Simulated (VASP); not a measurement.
# From an Ansatz input to VASP: LiCl (strained zincblende)

Ansatz input

```yaml
crystal:
  lattice:
    - [-0.1452419103, 2.7140671991, 2.7140671991]
    - [2.7140671991, -0.1452419103, 2.7140671991]
    - [2.7140671991, 2.7140671991, -0.1452419103]
  atoms:
    - { symbol: Li, position: [-0.0047765474, -0.0047765474, -0.0047765474] }
    - { symbol: Cl, position: [0.2547765474, 0.2547765474, 0.2547765474] }
kpoints:
  mp_grid: { grid: [8, 8, 8] }
  band_path:
    path:
      - [0.0, 0.0, 0.0]
      - [-0.5, -0.5, 0.0]
      - [-0.375, -0.375, 0.25]
      - [-0.375, 0.0, 0.375]
      - [0.0, 0.0, 0.5]
      - [-0.5, -0.25, 0.25]
    npoints: 1
hamiltonian:
  xc: pbe
scf:
  occupations: { method: fermi_dirac, width: 0.02 }
  n_extra_bands: 4
output:
  forces: true
  stress: true
  eigenvalues: true
```

Translate this input to VASP.



INCAR

```
ISMEAR = -1
NELM = 120
IBRION = -1
PREC = Accurate
EDIFF = 1E-7
LWAVE = .FALSE.
NBANDS = 12
ENCUT = 520
LREAL = .FALSE.
LCHARG = .FALSE.
SIGMA = 0.02
GGA = PE
LASPH = .TRUE.
ISIF = 2
NSW = 0
```

KPOINTS

```
KPOINTS created by Atomic Simulation Environment
0
Gamma
8 8 8
0 0 0
```

KPOINTS_OPT

```
special points
6
Reciprocal
0.0000000000 0.0000000000 0.0000000000 1
-0.5000000000 -0.5000000000 0.0000000000 1
-0.3750000000 -0.3750000000 0.2500000000 1
-0.3750000000 0.0000000000 0.3750000000 1
0.0000000000 0.0000000000 0.5000000000 1
-0.5000000000 -0.2500000000 0.2500000000 1
```

POSCAR

```
Li Cl
 1.0000000000000000
    -0.1452419103000000    2.7140671991000000    2.7140671991000000
     2.7140671991000000   -0.1452419103000000    2.7140671991000000
     2.7140671991000000    2.7140671991000000   -0.1452419103000000
 Li  Cl
   1   1
Cartesian
 -0.0252339862859267 -0.0252339862859267 -0.0252339862859267
  1.3459571082609270  1.3459571082609270  1.3459571082609272
```

VASP ran with the recommended PBE PAW datasets (10 valence electrons in the cell). Other inputs would serve too.

```csv
,Ansatz,VASP
gap between bands v and c,5.65 eV,5.66 eV
least direct gap,5.65 eV,5.66 eV
pressure,-0.7 GPa,-0.8 GPa
```

Datasets and cutoffs are each program's own. VASP's cell holds 10 valence electrons and Ansatz's 10. Ansatz's stress includes a Pulay correction; VASP's doesn't.
